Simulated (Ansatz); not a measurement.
Crystal: Te2Mo.

```
Te Mo
1.0
     3.51820    0.00000    0.00000
    -1.75910    3.04685    0.00000
     0.00000    0.00000   13.97360
Te Mo
4 2
Direct
  0.66667 0.33333 0.37900
  0.33333 0.66667 0.87900
  0.66667 0.33333 0.12100
  0.33333 0.66667 0.62100
  0.66667 0.33333 0.75000
  0.33333 0.66667 0.25000
```

Program: Ansatz 0.2.0. Alike in all runs: no spin polarisation; cell as given; smearing fermi-dirac 0.05 eV.

Problem. Order these runs on this cell by their pressure, lowest first.
A. level PBEsol0; potentials or basis Ansatz PAW; k mesh 5 × 5 × 1; cutoff (eV) 420; mesh quality coarse
B. level HSE06; potentials or basis Ansatz PAW; k mesh 5 × 5 × 1; cutoff (eV) 420; mesh quality coarse
C. level PBE; potentials or basis Ansatz PAW earlier set; k mesh 9 × 9 × 2; cutoff (eV) 640; points for each segment of the path 14; mesh quality not flagged

Solution. A (-3.2 GPa), B (-0.5 GPa), C (2.9 GPa).

Caveats: some runs use coarse meshes; this functional lacks dispersion, which binds the layers, so the pressure and a relaxed spacing across them are unreliable (some runs); the PAW data sets come from PBE, with cores solved anew for the run's functional, which leaves a small shift of forces and pressure (some runs); the thresholds are loose for stress (some runs).
